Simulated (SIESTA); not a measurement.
# HgSe under changes of volume

One of the cells (28.628 Å³/atom); the others are scaled copies at fixed shape and fractional positions:

```
Hg Se
1.0
     0.00000    3.05913    3.05913
     3.05913    0.00000    3.05913
     3.05913    3.05913    0.00000
Hg Se
1 1
Direct
  0.00000 0.00000 0.00000
  0.75000 0.75000 0.75000
```

| Item | Value |
| --- | --- |
| Program | SIESTA 5.4.2 |
| Functional | PBE |
| Potentials or basis | PseudoDojo 0.4 standard (PBE files) |
| Basis | DZP (energy shift 0.003 Ry; two zetas on semicore shells) |
| Grid cutoff | 800 Ry |
| Energy shift | 0.003 Ry |
| k mesh | 8 × 8 × 8 |
| Occupations | fermi-dirac, width 0.05 eV |
| Spin | no spin polarisation |

```tsv
volume (Å³/atom)	energy over the lowest point (meV/atom)	pressure (GPa)
26.383	?	?
26.944	90.68	8.9
27.505	62.42	7.2
28.628	22.48	4.4
29.189	9.16	3.2
29.751	0.00	2.0
```

Question: What does the run at 26.383 Å³/atom give?

Answer: Energy over the lowest point 124.94 meV/atom; pressure 10.7 GPa.

Worked out: A Birch-Murnaghan fit of order 3 (a polynomial in V^(-2/3)) to the other rows has no minimum within the range. It gives 125.33 meV/atom at 26.383 Å³/atom, against the run's 124.94, and -dE/dV = 10.9 GPa, against 10.7.

Energies are extrapolated to zero smearing.

Caveats: short orbitals over semicore shells can move pressures by several GPa; the basis of atomic orbitals isn't converged, which shifts pressures, moduli and gaps.
